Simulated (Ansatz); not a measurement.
# Titanium, dhcp under PBE: ground state and equation of state, part 2 of 3

What does PBE give for titanium in the dhcp structure? We relax it, solve it on a dense k-mesh, then scale the cell to 7 volumes from 88 to 112 % of the relaxed one and try a fit of the equation of state. The start is ferromagnetic. The k-meshes are 12×12×4 for the relaxation; 16×16×5 for the dense run; 16×16×5 for the volumes.

Ansatz 0.2.0; DFT, PBE, plane waves (420 eV) with PAW, scalar-relativistic.

### Step 3. Single point on a dense mesh

input.yaml

```yaml
crystal:
  lattice:
    - [2.9353115527, 0.0, 0.0]
    - [-1.4676557763, 2.5420543727, 0.0]
    - [0.0, 0.0, 9.3706249295]
  atoms:
    - { symbol: Ti, position: [0.0, 1.0, 0.0], spin: 1.0 }
    - { symbol: Ti, position: [0.0, 1.0, 0.5], spin: 1.0 }
    - { symbol: Ti, position: [0.3333333333, 0.6666666667, 0.25], spin: 1.0 }
    - { symbol: Ti, position: [0.6666666667, 0.3333333333, 0.75], spin: 1.0 }
hamiltonian:
  xc: pbe
  pseudopotentials:
    kind: paw
    azcp:
      Ti: "pseudopotentials/Ti.paw.azcp"
basis:
  ecutwfc: 420
  fft_grid_basis: typed
kpoints:
  mp_grid: { grid: [16, 16, 5], shift: [0, 0, 0] }
magnetization:
  spin_polarized: true
scf:
  occupations: { method: fermi_dirac, width: 0.05 }
output:
  write_density: true
  write_potential: true
  elf: true
  volumetric_format: npy
```

Standard output:

```text
Warning: RAYON_NUM_THREADS=2 ignored (pool sized by the plan → 2); use --threads N
Engine: ansatz 0.2.0, aarch64-unknown-linux-gnu
Pseudopotentials: kind: paw
Pseudopotential: Ti, paw, valence charge 12, recommended cutoff 420 eV (normal), <dir>
Functional definition: PBE
  parameter kappa = 0.804
  parameter beta = 0.06672455060314922
  exchange = pbe_x(kappa = kappa, mu = beta*pi^2/3)
  correlation = pbe_c(beta = beta)
Crystal: 4 atoms, lattice volume = 69.921 Å³
Basis set: ecut = 420 eV, 1375 PW (Γ)
Bands: 32, of which v1, the nominal top of the filled ones, is band 24 counted from 1 (23 counted from 0)
Symmetry: 24 space group operations
Space group: P63/mmc (ITA 194), of the structure as read, at distance tolerance 4.1e-5 Å
Magnetic group: BNS 194.263 (UNI 1493), of the structure as read, at distance tolerance 4.1e-5 Å
k-points: 90 of 1280
Non-local potential: Ti, projectors of the file, l = 0: 3, l = 1: 2, l = 2: 3, l = 3: 1
PAW form: soft (Blöchl's): semilocal exchange-correlation on the pseudo side does not see the compensation charge
PAW one-centre angular grid: Ti, 590 points (default); XC on 64 Gauss nodes
Initial density: superposition of atomic densities (chi_scale 0.1, normalization cell)
Starting moments: Σ|m| = 4 μB on 4 of 4 sites
Initial wavefunctions: pseudopotential atomic-orbital guess
Functional: x = pbe(κ = 0.804, μ = 0.2195149727645171), c = pbe(β = 0.06672455060314922)
SCF iter   1: F=—  HF=-10000.165286 eV  |F-HF|=—  |Δ(HF+E_count)|=         —  Δρ=7.26e-2 (↑7.26e-2 ↓2.96e-2)  dr2=2.46e0  dr2_m=1.44e0  M=0.626 μB ∫|m|=0.635 μB  β_m=0.30  ethr=3.10e-3  ⟨swp⟩=4.0  Hψ=19360  notcnv=0
Mixer restart at iter 1: flushing history
preconditioner: auto → Kerker (q_TF=auto, 2.562 Å⁻¹)  [metal: Δε(μ)=0.000 eV  Ē_g=3.282 eV  σ=0.050 eV  W_gap=0.00  n_scr=24 (ndim 8)  ℏωp=17.8 eV  f_vac=0.000  D(μ)=4.94/eV (n_scr^D=52)]
spin=Collinear: Kerker preconditioning applied to the charge; magnetization (m = ρ↑ − ρ↓) channel mixes plain (no charge-response kernel on spin).
SCF iter   2: F=—  HF=-9998.959352 eV  |F-HF|=—  |Δ(HF+E_count)|=    1.21e0  Δρ=4.92e-2 (↑4.92e-2 ↓2.40e-2)  dr2=9.86e-1  dr2_m=7.55e-1  M=0.539 μB ∫|m|=0.546 μB  β_m=0.61  ethr=3.10e-3  ⟨swp⟩=2.3  Hψ=9529  notcnv=0  defer=25
SCF iter   3: F=—  HF=-9998.468021 eV  |F-HF|=—  |Δ(HF+E_count)|=   4.91e-1  Δρ=7.98e-3 (↑5.61e-3 ↓7.98e-3)  dr2=1.34e-2  dr2_m=2.44e-2  M=0.186 μB ∫|m|=0.191 μB  β_m=0.78  ethr=2.05e-3  ⟨swp⟩=2.8  Hψ=10396  notcnv=0  defer=25
SCF iter   4: F=—  HF=-9998.519355 eV  |F-HF|=—  |Δ(HF+E_count)|=   5.13e-2  Δρ=7.04e-4 (↑7.04e-4 ↓6.55e-4)  dr2=2.92e-4  dr2_m=1.74e-4  M=0.043 μB ∫|m|=0.049 μB  β_m=0.88  ethr=2.80e-5  ⟨swp⟩=2.2  Hψ=12094  notcnv=0  defer=3
SCF iter   5: F=—  HF=-9998.519735 eV  |F-HF|=—  |Δ(HF+E_count)|=   3.80e-4  Δρ=3.90e-4 (↑3.02e-4 ↓3.90e-4)  dr2=4.38e-5  dr2_m=6.76e-5  M=0.021 μB ∫|m|=0.028 μB  β_m=0.94  ethr=6.09e-7  ⟨swp⟩=2.1  Hψ=10991  notcnv=0  defer=3
SCF iter   6: F=—  HF=-9998.519767 eV  |F-HF|=—  |Δ(HF+E_count)|=   3.18e-5  Δρ=1.41e-4 (↑1.16e-4 ↓1.41e-4)  dr2=1.74e-5  dr2_m=6.62e-6  M=0.006 μB ∫|m|=0.014 μB  β_m=0.97  ethr=9.12e-8  ⟨swp⟩=2.3  Hψ=10003  notcnv=0  defer=3
SCF iter   7: F=—  HF=-9998.519780 eV  |F-HF|=—  |Δ(HF+E_count)|=   1.34e-5  Δρ=8.18e-5 (↑8.18e-5 ↓5.16e-5)  dr2=1.66e-6  dr2_m=2.40e-6  M=0.003 μB ∫|m|=0.009 μB  β_m=0.99  ethr=3.63e-8  ⟨swp⟩=2.0  Hψ=10059  notcnv=0  defer=3
SCF iter   8: F=—  HF=-9998.519783 eV  |F-HF|=—  |Δ(HF+E_count)|=   2.64e-6  Δρ=3.41e-5 (↑2.71e-5 ↓3.41e-5)  dr2=1.76e-7  dr2_m=5.50e-7  M=0.001 μB ∫|m|=0.005 μB  β_m=0.99  ethr=3.45e-9  ⟨swp⟩=2.0  Hψ=10383  notcnv=0  defer=3
SCF iter   9: F=—  HF=-9998.519783 eV  |F-HF|=—  |Δ(HF+E_count)|=   3.20e-7  Δρ=2.25e-5 (↑2.25e-5 ↓8.26e-6)  dr2=1.02e-6  dr2_m=7.66e-8  M=-0.001 μB ∫|m|=0.001 μB  β_m=1.00  ethr=3.66e-10  ⟨swp⟩=2.2  Hψ=10472  notcnv=0  defer=3
SCF iter  10: F=—  HF=-9998.519783 eV  |F-HF|=—  |Δ(HF+E_count)|=   1.23e-7  Δρ=9.63e-6 (↑6.14e-6 ↓9.63e-6)  dr2=1.62e-7  dr2_m=1.62e-8  M=-0.000 μB ∫|m|=0.001 μB  β_m=1.00  ethr=3.66e-10  ⟨swp⟩=2.4  Hψ=10327  notcnv=0  defer=3
SCF iter  11: F=—  HF=-9998.519783 eV  |F-HF|=—  |Δ(HF+E_count)|=   3.50e-8  Δρ=6.14e-6 (↑3.33e-6 ↓6.14e-6)  dr2=1.19e-7  dr2_m=3.60e-9  M=-0.000 μB ∫|m|=0.000 μB  β_m=1.00  ethr=3.38e-10  ⟨swp⟩=2.0  Hψ=7200  notcnv=0  defer=3
SCF iter  12: F=—  HF=-9998.519783 eV  |F-HF|=—  |Δ(HF+E_count)|=   3.66e-9  Δρ=9.82e-7 (↑4.41e-7 ↓9.82e-7)  dr2=1.07e-9  dr2_m=2.51e-10  M=-0.000 μB ∫|m|=0.000 μB  β_m=1.00  ethr=2.47e-10  ⟨swp⟩=2.0  Hψ=6967  notcnv=0  defer=3
SCF iter  13: F=-9998.519783 eV  HF=-9998.519783 eV  |F-HF|=2.11e-10  |Δ(HF+E_count)|=  3.58e-10  Δρ=2.20e-7 (↑1.70e-7 ↓2.20e-7)  dr2=2.28e-10  dr2_m=3.63e-12  M=-0.000 μB ∫|m|=0.000 μB  ethr=2.23e-12  ⟨swp⟩=1.3  Hψ=14289  notcnv=0
SCF 1 converged in 13 iterations: F = -9998.519783 eV  dr2 = 2.28e-10
WARN: the starting moments were not kept: the SCF closed with an absolute magnetisation of 1.3e-5 μB, where they sum to 4 μB in size (4 sites). That is at most 0.1 of that sum. Measured as dr2_m measures the in/out step, that magnetisation stands 1.8e-11 eV from none, at or under the dr2_threshold of 1.0e-7 eV: it is no larger than a step whose dr2_m would equal this threshold. The system may hold no moment; this SCF shows only that its start led to no more than that. To try another start: raise the starting moments (crystal.atoms[].spin, magnetization.per_species, magnetization.initial_magnetization, or on a non-collinear deck that types none of these the spinor_matrix: blocks that start its atoms; where the total moment is fixed, keep their sum and leave initial_magnetization as it is; typed ones take the place of any that the run laid by itself, positive ones on a crystal's lanthanoids without a Hubbard term where scf.initial_density.shell_occupations: [] is typed) or, if the notice of its spin-set hold's release reads "site moments contracting" or "site moments show no strong build", lengthen the hold (scf.mixing.spin_hold: { on: { confirm: 4 } }; for m-r²SCAN on two components see the key's manual first). Each may lead to a state that holds a moment. A second SCF, from the converged charge density, with the starting moments and any scf.initial_density.shell_occupations laid on it anew, would have followed, and was not run: the deck does not ask for one (magnetization.retry_lost_moments is false, the default). To let it run, set magnetization.retry_lost_moments: true and run the deck again, where that key's refused combinations let it; where memory then withholds it, that run's warning says so.
SCF converged after 13 iterations
Magnetization: -0.0000 μB (24.0000 up, 24.0000 down)
Absolute magnetization: 0.0000 μB (∫|ρ↑−ρ↓|, with the PAW one-centre terms)
Spin contamination: 0.0000 ħ² per cell (⟨S²⟩ above its minimum at these occupations)
Per-site moments (μB) at R_I (Å): [(1.4848969573821165e-6, 1.192692672775581), (1.484896957390503e-6, 1.192692672775581), (-3.6277968424492472e-6, 1.192692672775581), (-3.627796842342543e-6, 1.192692672775581)]
Free energy (F): -9998.519783 eV
Harris-Foulkes:  -9998.519783 eV  (|F-HF|=2.11e-10)
Internal energy: -9998.470029 eV  (E = F + TS)
E sigma→0 (E₀):  -9998.494906 eV
Entropy (-TS):   -0.049754 eV (-12.438 meV/atom)
Fermi energy:    13.205925 eV
--- Per-component energies (eV) ---
  E_band       = -634.981971
  E_kinetic    = 1088.852508
  E_local      = -3264.194954  (includes V_loc(G=0)·N_el)
  E_nonlocal   = 32.046593
  E_hartree    = 1339.414324
  E_xc         = -389.614928
  E_vxc        = -487.402557  (∫ρ·V_xc dr)
  E_paw        = -4190.098150  (= ΣΔE_a)
  E_vpaw       = -683.112420  (= ΣTr[D̂ρ^β])
  E_aug_tail   = 0.000467  (compensation charges beyond the density's cutoff)
  E_ewald      = -4614.875890
  E_smearing   = -0.049754  (= −TS)
  E_closure    = 0.000000  (closes the sum)
  Σ components = -9998.519783   (vs F -9998.519783, Δ=0.00e0)
--- Band table (eV; the first three rows and the last of 180) ---
  k-point 0 ↑: bands = ["-43.5492", "-43.4913", "-43.4764", "-43.4177", "-20.1182", "-19.7997", "-19.7619", "-19.5263", "-19.5263", "-19.4958", "-19.4958", "-19.4526", "-19.4526", "-19.4298", "-19.4217", "-19.4217", "7.1062", "8.9165", "8.9506", "10.6079", "13.3111", "13.3352", "13.8635", "13.8635", "13.9314", "13.9314", "13.9643", "14.1417", "14.2519", "14.2519", "14.3823", "14.3823"]
  k-point 1 ↑: bands = ["-43.5461", "-43.5054", "-43.4623", "-43.4209", "-20.1020", "-19.8879", "-19.6724", "-19.5242", "-19.5242", "-19.5003", "-19.5003", "-19.4480", "-19.4480", "-19.4473", "-19.4238", "-19.4238", "7.1895", "8.3411", "9.5355", "10.5613", "13.2215", "13.5193", "13.8248", "13.8892", "13.8892", "13.9603", "13.9603", "14.0914", "14.2068", "14.2068", "14.3293", "14.3293"]
  k-point 2 ↑: bands = ["-43.5370", "-43.5229", "-43.4446", "-43.4302", "-20.0550", "-19.9812", "-19.5757", "-19.5183", "-19.5183", "-19.5095", "-19.5095", "-19.4978", "-19.4388", "-19.4388", "-19.4299", "-19.4299", "7.4346", "7.8272", "10.0502", "10.3933", "13.2830", "13.5244", "13.7454", "13.9500", "13.9590", "13.9590", "14.0157", "14.0157", "14.1349", "14.1349", "14.2115", "14.2115"]
  k-point 89 ↓: bands = ["-43.4109", "-43.4104", "-43.3946", "-43.3941", "-19.9482", "-19.9214", "-19.9184", "-19.9003", "-19.8082", "-19.7804", "-19.7707", "-19.7393", "-19.6423", "-19.6008", "-19.5644", "-19.5631", "11.7580", "11.7651", "11.8646", "11.8885", "12.0569", "12.0614", "12.1878", "12.1979", "13.2173", "13.2177", "13.3019", "13.3712", "14.8236", "14.8408", "15.5472", "15.5914"]
```

Wall time 20 s (2 threads of an Arm CPU, shared host); peak memory 0.62 GiB.

Density in a lattice plane of the grid's cell (edges 2.94 and 9.37 Å, at 0.000 of the third edge), which holds Ti. It is the smooth density of the valence electrons, not physical close to the nuclei.

Values in e/Å³, 12 rows by 6 columns:
```
 1.33  0.55  0.20  0.18  0.20  0.55
 0.21  0.20  0.20  0.22  0.20  0.20
 0.23  0.23  0.39  0.73  0.38  0.23
 0.21  0.20  0.20  0.22  0.20  0.20
 1.48  0.60  0.20  0.18  0.20  0.60
10.12  5.42  0.38  0.19  0.38  5.42
 1.48  0.60  0.20  0.18  0.20  0.60
 0.21  0.20  0.20  0.22  0.20  0.20
 0.23  0.23  0.38  0.73  0.39  0.23
 0.21  0.20  0.20  0.22  0.20  0.20
 1.33  0.55  0.20  0.18  0.20  0.55
10.23  5.61  0.39  0.19  0.39  5.61
```
Columns run along the first of these edges and rows up along the second, over one cell in 6 and 12 even steps from the bottom left corner. Atoms in the plane (fractional): Ti at (0.00, 0.00), Ti at (0.00, 0.50).

### Step 4. At 88 % of the relaxed volume

Edit input.yaml of step 3 so:

```diff
@@ -2,5 +2,5 @@
   lattice:
-    - [2.9353115527, 0.0, 0.0]
-    - [-1.4676557763, 2.5420543727, 0.0]
-    - [0.0, 0.0, 9.3706249295]
+    - [2.8128620121, 0.0, 0.0]
+    - [-1.406431006, 2.4360099598, 0.0]
+    - [0.0, 0.0, 8.979719672]
   atoms:
@@ -26,5 +26,2 @@
 output:
-  write_density: true
-  write_potential: true
-  elf: true
-  volumetric_format: npy
+  stress: true
```

Standard output (excerpt; [...] marks lines left out):

```text
Warning: RAYON_NUM_THREADS=2 ignored (pool sized by the plan → 2); use --threads N
[...]
[... 3 set-up lines as earlier in the session ...]
[...]
Crystal: 4 atoms, lattice volume = 61.530 Å³
Basis set: ecut = 420 eV, 1207 PW (Γ)
Bands: 32, of which v1, the nominal top of the filled ones, is band 24 counted from 1 (23 counted from 0)
[... 1 set-up line as earlier in the session ...]
Space group: P63/mmc (ITA 194), of the structure as read, at distance tolerance 3.9e-5 Å
[...]
WARN: the starting moments were not kept: the SCF closed with an absolute magnetisation of 2.3e-5 μB, where they sum to 4 μB in size (4 sites). That is at most 0.1 of that sum. Measured as dr2_m measures the in/out step, that magnetisation stands 6.2e-11 eV from none, at or under the [...]
Spin contamination: 0.0000 ħ² per cell (⟨S²⟩ above its minimum at these occupations)
Per-site moments (μB) at R_I (Å): [(2.084792561345452e-6, 1.1429382711388858), (2.0847925613446606e-6, 1.1429382711388856), (-6.8826738191481335e-6, 1.1429382711388858), (-6.8826738191072075e-6, 1.1429382711388856)]
Free energy (F): -9998.100555 eV
[...]
E sigma→0 (E₀):  -9998.077084 eV
Entropy (-TS):   -0.046942 eV (-11.735 meV/atom)
Fermi energy:    15.324996 eV
[...]
--- Stress (GPa, compression-positive) ---
       17.487371      -0.000000       0.000000
       -0.000000      17.487371       0.000000
        0.000000       0.000000      17.720394
  P = ⅓ Tr σ = 17.5650 GPa (175.650 kbar)
```

Wall time 16 s (2 threads of an Arm CPU, shared host); peak memory 0.6 GiB.

### Step 5. At 92 % of the relaxed volume

Edit input.yaml of step 4 so:

```diff
@@ -2,5 +2,5 @@
   lattice:
-    - [2.8128620121, 0.0, 0.0]
-    - [-1.406431006, 2.4360099598, 0.0]
-    - [0.0, 0.0, 8.979719672]
+    - [2.8548512177, 0.0, 0.0]
+    - [-1.4274256088, 2.4723736785, 0.0]
+    - [0.0, 0.0, 9.1137651011]
   atoms:
```

Standard output (excerpt; [...] marks lines left out):

```text
Warning: RAYON_NUM_THREADS=2 ignored (pool sized by the plan → 2); use --threads N
[...]
[... 3 set-up lines as earlier in the session ...]
[...]
Crystal: 4 atoms, lattice volume = 64.327 Å³
Basis set: ecut = 420 eV, 1255 PW (Γ)
Bands: 32, of which v1, the nominal top of the filled ones, is band 24 counted from 1 (23 counted from 0)
[... 1 set-up line as earlier in the session ...]
Space group: P63/mmc (ITA 194), of the structure as read, at distance tolerance 4.0e-5 Å
[...]
WARN: the starting moments were not kept: the SCF closed with an absolute magnetisation of 9.1e-6 μB, where they sum to 4 μB in size (4 sites). That is at most 0.1 of that sum. Measured as dr2_m measures the in/out step, that magnetisation stands 9.4e-12 eV from none, at or under the [...]
Spin contamination: 0.0000 ħ² per cell (⟨S²⟩ above its minimum at these occupations)
Per-site moments (μB) at R_I (Å): [(8.029941234536511e-7, 1.1599995666557625), (8.029941234440256e-7, 1.1599995666557625), (-2.639450597271463e-6, 1.1599995666557625), (-2.6394505972948426e-6, 1.1599995666557625)]
Free energy (F): -9998.344987 eV
[...]
E sigma→0 (E₀):  -9998.321305 eV
Entropy (-TS):   -0.047366 eV (-11.841 meV/atom)
Fermi energy:    14.559368 eV
[...]
--- Stress (GPa, compression-positive) ---
       10.635633      -0.000000       0.000000
       -0.000000      10.635633       0.000000
        0.000000       0.000000      10.663672
  P = ⅓ Tr σ = 10.6450 GPa (106.450 kbar)
```

Run time: 17 s. Hardware: 2 threads of an Arm CPU, shared host; peak memory 0.61 GiB.

[end of part 2 of 3]
